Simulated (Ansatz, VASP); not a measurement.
**Sc: VASP beside Ansatz**

```
CELL_PARAMETERS angstrom
2.38389 0.00000 0.00000
-1.19195 2.06451 0.00000
0.00000 0.00000 4.14580
ATOMIC_POSITIONS crystal
Sc 0.33333 0.66667 0.25000
Sc 0.66667 0.33333 0.75000
```

Change from the starting cell: volume scaled by 0.43, LAPW.

Alike in both runs: task single point; functional PBEsol; k mesh 15 × 15 × 8; occupations fermi-dirac, width 0.1 eV; no spin polarisation.

|  | VASP | Ansatz |
| --- | --- | --- |
| version | VASP 6.6.1 | Ansatz 0.2.0 |
| potentials or method | VASP PAW PBE potentials, release 64 (Sc_sv), cutoff 520 eV | all-electron LAPW, scalar-relativistic |

```csv
,VASP,Ansatz,Ansatz less VASP
pressure (GPa),149.1,145.3,-3.79
largest component of the traceless stress (GPa),0.49,0.01,-0.483
```

Ansatz ran all-electron here, so the differences hold the error of VASP's frozen core and of both bases.

Caveats: the cell as given lies far from equilibrium; so large a pressure means that the cell lies far from this level's equilibrium, or that cutoff or potentials fall short (VASP); the potentials were made for another functional, which shifts forces and pressure (VASP).
